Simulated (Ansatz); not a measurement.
The system is MgSe.

```xyz
2
Lattice="0.0000 2.7255 2.7255 2.7255 0.0000 2.7255 2.7255 2.7255 0.0000" Properties=species:S:1:pos:R:3 pbc="T T T"
Se    2.7255    2.7255    2.7255
Mg    0.0000    0.0000    0.0000
```

Program: Ansatz 0.2.0. Alike in all runs: potentials or basis Ansatz PAW; cell as given; cutoff (eV) 420. Hardware: 2 threads of Intel(R) Xeon(R) 6975P-C (Granite Rapids), with other jobs on the host.

**Question.** Order these runs on this cell by their wall time, lowest first.
A. task single point; level PBE; spin off; k mesh 8 × 8 × 8; smearing gaussian 0.011 eV
B. task band structure; level PBE; spin SOC, no magnetisation; k mesh 6 × 6 × 6; smearing fermi-dirac 0.05 eV; points for each segment of the path 14
C. task band structure; level LDA; spin off; k mesh 8 × 8 × 8; smearing fermi-dirac 0.05 eV; points for each segment of the path 14

**Answer.** A (0.48 s), C (1.3 s), B (5.7 s).
